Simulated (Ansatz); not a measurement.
Crystal: KBr.

```
CELL_PARAMETERS angstrom
0.00000 3.30000 3.30000
3.30000 0.00000 3.30000
3.30000 3.30000 0.00000
ATOMIC_POSITIONS crystal
Br 0.50000 0.50000 0.50000
K 0.00000 0.00000 0.00000
```

Base run:

- Program: Ansatz 0.2.0
- Functional: HSE(alpha, omega)
- Potentials or basis: all-electron PAW datasets made for the crystal
- Cutoff: 220 eV
- Density cutoff: 880 eV
- k mesh: 4 × 4 × 4
- Occupations: fermi-dirac, width 0.05 eV
- Spin: no spin polarisation

Its results: band gap on the k mesh 5.63 eV, direct.

Problem. After a change of settings the same cell gave: band gap on the k mesh 5.38 eV, direct. Which change was it?
A. screening of exact exchange from 0.2 1/A to 0.15 1/A
B. screening of exact exchange from 0.2 1/A to 0.1 1/A
C. screening of exact exchange from 0.2 1/A to 0.3 1/A
D. screening of exact exchange from 0.2 1/A to 0.4 1/A

Solution. C.

Not every run made on this cell is shown here.
